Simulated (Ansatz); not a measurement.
Start from SrF2 in the fluorite structure (space group Fm-3m, No. 225; a = 5.857 Å). Axes: x, y, z lie along the cube axes.

All numbers come from PBE, PAW, 420 eV (Ansatz, an electronic-structure program; no SOC).

Strains are applied to the cell and any free atomic positions relax; under biaxial strain the out-of-plane vector relaxes too.

One change was made to it. Results:

The valley order (the lowest conduction-band minima on the path, energy above the VBM, named in the base's zone) changes from Γ 6.78 eV; X along ⟨100⟩ 8.11 eV to Γ 7.59 eV; X along ⟨100⟩ 8.49 eV; the electron mass goes from 0.52 mₑ (at Γ) to 0.51 mₑ (at Γ); the smallest direct gap goes up by 0.78 eV (6.89 eV → 7.67 eV); the energy goes up by 76 meV/atom.

Q: Name the change that was made.
A) isotropic strain −4.59 %
B) strain tensor (xx, yy, zz, yz, xz, xy) = (−0.13, −1.66, +0.09, −1.21, −0.85, +0.76) %
C) isotropic strain −2.58 %
D) biaxial strain −1.56 %, plane normal [110], relaxed out of plane

A: A, isotropic strain −4.59 %. For comparison, the valley order in the other runs: isotropic strain −2.58 % gives Γ 7.22 eV; X along ⟨100⟩ 8.33 eV; biaxial strain −1.56 %, plane normal [110], relaxed out of plane gives Γ 6.83 eV; X along [010] 8.11 eV; X along [001] 8.12 eV; strain tensor (xx, yy, zz, yz, xz, xy) = (−0.13, −1.66, +0.09, −1.21, −0.85, +0.76) % gives Γ 6.82 eV; X along [001] 8.10 eV; X along [100] 8.10 eV; X along [010] 8.12 eV.

Masses are band curvatures over ±0.01 Å⁻¹ around the edge. Whether these cells are dynamically stable was not tested.
